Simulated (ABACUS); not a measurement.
Wanted: the native input for an ABACUS 3.10.1 run.

```yaml
Task: single point
Functional: PBE
Potentials_or_basis: Ansatz NC PBE
Cutoff: 1401 eV
Density_cutoff: 5606 eV
Basis: TZDP LCAO (the cutoffs set its grid)
k_mesh: 10 × 10 × 10
Occupations: fermi-dirac, width 0.05 eV
Spin: collinear spin, ferromagnetic start
Starting_moments: "[1.0, 0.0] μB"
Orbital_files: Ni Ni_confined-atom_7au_4s3p3d1f.orb, O O_confined-atom_6au_3s3p2d1f.orb
Radial_cutoff_of_the_potentials_pseudo_rcut: 10 bohr
SCF_threshold_on_the_density: 1e-07
Max_SCF_steps: 100
Eigensolver: genelpa
Mixing: broyden
Mixing_share: 0.4
Symmetry_key: 1
```

NiO:

```xyz
2
Lattice="0.0000 2.0859 2.0859 2.0859 0.0000 2.0859 2.0859 2.0859 0.0000" Properties=species:S:1:pos:R:3 pbc="T T T"
Ni    0.0000    0.0000    0.0000
O     2.0859    2.0859    2.0859
```

These files were run (other wordings do the same):

INPUT

```
INPUT_PARAMETERS
suffix              NiO
calculation         scf
basis_type          lcao
pseudo_dir          ./
orbital_dir         ./
symmetry            1
dft_functional      pbe
ecutwfc             103
pseudo_rcut         10
nspin               2
nbands              23
ks_solver           genelpa
smearing_method     fd
smearing_sigma      0.00367493
scf_thr             1e-07
scf_nmax            100
mixing_type         broyden
mixing_beta         0.4
cal_force           1
cal_stress          1
out_mul             1
out_chg             1
out_pot             2
out_elf             1
```

STRU

```
ATOMIC_SPECIES
Ni 58.6934 Ni.upf
O 15.9990 O.upf

NUMERICAL_ORBITAL
Ni_confined-atom_7au_4s3p3d1f.orb
O_confined-atom_6au_3s3p2d1f.orb

LATTICE_CONSTANT
1.8897261246

LATTICE_VECTORS
0.0000000000 2.0859016414 2.0859016414
2.0859016414 0.0000000000 2.0859016414
2.0859016414 2.0859016414 0.0000000000

ATOMIC_POSITIONS
Cartesian

Ni
0.0
1
0.0000000000 0.0000000000 0.0000000000 1 1 1 mag 1

O
0.0
1
2.0859016414 2.0859016414 2.0859016414 1 1 1 mag 0
```

KPT

```
K_POINTS
0
Gamma
10 10 10 0 0 0
```

Potentials or basis: Ansatz NC PBE, TZDP LCAO (the cutoffs set its grid).

Run with:

```console
$ OMP_NUM_THREADS=1 mpirun -np 4 abacus > log
```

It gave:

```
Pressure               : 6.8 GPa
Band gap on the k mesh : none (metal or under the smearing width)
Net moment             : 1.82 μB per cell
Absolute moment        : 1.83 μB per cell
Site moments           : Ni +1.46; O +0.36 μB
Mulliken charges       : Ni +0.02; O -0.02 e
```

Caveat: the atomic orbitals were generated for these runs and aren't a published set; Mulliken charges move with the basis; the basis of atomic orbitals isn't converged, which shifts pressures, moduli and gaps; a cell with one magnetic atom can't hold antiferromagnetic order, which such compounds often take; semilocal functionals often make such compounds metallic where correlation or magnetic order opens a gap, which also shifts bond lengths.

Wall time 39 s on 4 MPI ranks on Intel(R) Xeon(R) Platinum 8488C (Sapphire Rapids) (shared host), peak memory 0.6 GiB a rank.
